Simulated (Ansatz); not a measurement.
CaSe built on the zincblende prototype, relaxed with r2SCAN: space group F-43m (No. 216), cubic; conventional cell a = 6.559 Å, 35.27 Å³ an atom. Around Ca lie 4 Se at 2.84 Å; around Se lie 4 Ca at 2.84 Å. One-shot G0W0@PBE in the plane-wave code Ansatz on a 4×4×4 mesh (contour deformation, no spin-orbit coupling), from a PBE gap of 3.203 eV over the mesh points (the G0W0 gap is indirect on the mesh); the number N of bands summed and the screening cutoff rise together. Spin-unpolarised throughout. Whether this structure exists isn't addressed.

```
  N  cutoff (eV)  1000/N  G0W0 gap (eV)
127           80   7.874          4.420
278          140   3.597          4.550
```

**Lay a straight line in 1000/N through these rows.** The slope is -0.0304 eV per unit of 1000/N and the intercept 4.659 eV.

**Predict the gap at N = 500 (210 eV).** 4.659 + (-0.0304) × 2.000 = 4.598 eV; the run gives 4.597 eV, -0.001 eV from the line.

**With that run's result added, what limit do the last two rows suggest?** Their slope is (4.597 − 4.550)/(2.000 − 3.597) = -0.0294, which meets 1/N = 0 at 4.66 eV, against 4.659 eV from the first line. The two lines nearly agree; the k mesh isn't extrapolated.

Spin-orbit coupling is left out.
